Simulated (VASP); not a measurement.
A run of VASP 6.6.1 is set up as follows.

Contents of INCAR:

```
SYSTEM = LaB6
ALGO     = Normal         ! electronic algorithm
EDIFF    = 1E-6           ! SCF threshold, eV
ENCUT    = 520            ! plane-wave cutoff, eV
GGA      = PS             ! functional
ISIF     = 2              ! what is computed and relaxed
ISMEAR   = -1             ! smearing method
LASPH    = .TRUE.         ! aspherical terms in the spheres
LCHARG   = .TRUE.         ! write CHGCAR
LELF     = .TRUE.         ! ELF
LREAL    = .FALSE.        ! projectors in reciprocal space
LVHAR    = .TRUE.       
LWAVE    = .FALSE.        ! write WAVECAR
NBANDS   = 42             ! bands
NELM     = 100            ! most SCF steps
PREC     = Accurate       ! precision mode
SIGMA    = 0.17           ! smearing width, eV
```

The input KPOINTS:

```
k-points
0
G
  3 3 3
  0 0 0
```

Contents of POSCAR:

```
LaB6
1.0
    0.0000000000      4.2866550000      4.2866550000
    4.2866550000      0.0000000000      4.2866550000
    4.2866550000      4.2866550000      0.0000000000
La B
2 12
Direct
    0.0389814436     -0.0183359753      0.0440903222
    0.5143987561      0.5241732773      0.4889710042
    0.1167460409      0.4131076562      0.4140174565
    0.3957864582      0.1232196200      0.1208168140
    0.4166185522      0.4088269292      0.1265555544
    0.1226130864      0.1053735372      0.4166418804
    0.1370999066      0.4494180194      0.0988416376
    0.4072289466      0.1259840132      0.4122445123
    0.6174394720      0.9093920551      0.9365227666
    0.9213594283      0.6044456575      0.6354955087
    0.9167287780      0.9197847739      0.6113624726
    0.6267357648      0.5974355296      0.9281129459
    0.6324511770      0.9178718605      0.6040607420
    0.9380274363      0.6329177412      0.9037349635
```

Potentials or basis: VASP PAW PBE potentials, release 64 (La, B).

The run is started by

```bash
$ cat potpaw_PBE.64/La/POTCAR potpaw_PBE.64/B/POTCAR > POTCAR
$ mpirun -np 1 vasp_std > vasp.out
```

Q: Estimate the pressure.

A: -13.9 GPa.

Q: What does it give for the largest force?

A: 2.095 eV/Å.

Q: Predict the band gap on the k mesh.

A: None (metal or under the smearing width).

Forces on the atoms (eV/Å):
```
La   0.117 -0.634  0.342
La   0.321  0.553 -0.014
B    1.184  0.397 -0.228
B   -0.503  0.699  0.523
B   -0.362  0.525  1.193
B    0.582 -0.424  0.855
B   -0.627 -0.683 -1.879
B   -0.540  1.708 -0.257
B   -1.473 -0.890  0.065
B   -0.669 -0.779  0.220
B    0.265  0.008 -0.521
B    0.600 -0.339  1.531
B    0.654  0.150 -0.951
B    0.450 -0.290 -0.878
```

Caveat: the k mesh is coarse (spacing up to 0.42 Å⁻¹), so the values aren't converged; the PAW data sets were made with another functional, which shifts forces and pressure a little. Spin-orbit coupling is left out, which matters for the levels of La.
